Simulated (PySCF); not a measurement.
**PbSe (Clausthalite) under changes of volume**

One of the cells (28.671 Å³/atom); the others are scaled copies at fixed shape and fractional positions:

```
CELL_PARAMETERS angstrom
0.00000 3.06065 3.06065
3.06065 0.00000 3.06065
3.06065 3.06065 0.00000
ATOMIC_POSITIONS crystal
Pb 0.00000 0.00000 0.00000
Se 0.50000 0.50000 0.50000
```

- Program: PySCF 2.14.0
- Functional: PBEsol
- Potentials or basis: DZVP-MOLOPT-SR/GTH-PBE (potentials made for PBE)
- k mesh: 6 × 6 × 6
- Occupations: fermi-dirac, width 0.05 eV
- Spin: no spin polarisation

```tsv
volume (Å³/atom)	energy over the lowest point (meV/atom)	gap on the mesh (eV)
26.951	30.82	0.00
27.524	16.49	0.08
28.097	6.81	0.15
28.671	1.44	0.21
29.244	0.00	0.27
29.818	2.13	0.32
30.391	?	?
```

Problem. What does the run at 30.391 Å³/atom give?

Solution. Energy over the lowest point 7.49 meV/atom; gap on the mesh 0.37 eV.

Worked out: A Birch-Murnaghan fit of order 3 (a polynomial in V^(-2/3)) to the other rows has its minimum at 29.18 Å³/atom with B0 = V·E''(V) = 51 GPa and B' = 3.5. It gives 7.55 meV/atom at 30.391 Å³/atom, against the run's 7.49.

Energies are extrapolated to zero smearing.

Caveats: the potentials were made for another functional, which shifts forces and pressure; spin-orbit coupling is left out, which as a rule narrows the gap of such compounds by several tenths of an eV; the basis of atomic orbitals isn't converged, which shifts pressures, moduli and gaps.

A mesh can miss the band edges.
